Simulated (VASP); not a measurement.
The system is MoSe2.

```
CELL_PARAMETERS angstrom
3.22667 0.00000 0.00000
-1.61333 2.79437 0.00000
0.00000 0.00000 12.96234
ATOMIC_POSITIONS crystal
Mo 0.33333 0.66667 0.25000
Mo 0.66667 0.33333 0.75000
Se 0.33333 0.66667 0.62318
Se 0.66667 0.33333 0.12318
Se 0.33333 0.66667 0.87682
Se 0.66667 0.33333 0.37682
```

The cell isn't the ideal one: a relaxed cell with its volume scaled by 0.96.

```yaml
Program: VASP 6.6.1
Task: relaxation of shape and atoms at fixed volume
Functional: PBEsol
Potentials_or_basis: VASP PAW PBE potentials, release 64 (Mo_sv, Se)
Cutoff: 600 eV
k_mesh: 9 × 9 × 2
Occupations: gaussian, width 0.03 eV
Spin: no spin polarisation
```

At the start: pressure 5.9 GPa; volume 19.48 Å³/atom.

Task: Where does the relaxation end?

Result: Over 7 steps the energy falls by 11.3 meV/atom; space group P6_3/mmc (No. 194, to 0.05 Å).

Step by step:
```
step  energy change (eV)  largest force (eV/Å)  pressure (GPa)
   1              0.0000                0.6825            5.89
   2             -0.0425                0.0170            2.79
   3             -0.0427                0.0575            2.98
   4             -0.0607                0.0387            2.26
   5             -0.0679                0.0152            1.50
   6             -0.0680                0.0142            1.47
   7             -0.0680                0.0090            1.37
```

Final structure:
```
Mo Se
1.0
     3.25606    0.00000    0.00000
    -1.62803    2.81983    0.00000
     0.00000    0.00000   12.72934
Mo Se
2 4
Direct
  0.33333 0.66667 0.25000
  0.66667 0.33333 0.75000
  0.33333 0.66667 0.61887
  0.66667 0.33333 0.11887
  0.33333 0.66667 0.88113
  0.66667 0.33333 0.38113
```

Caveat: the PAW data sets were made with another functional, which shifts forces and pressure a little; this functional lacks dispersion, which binds the layers, so the pressure and a relaxed spacing across them are unreliable.
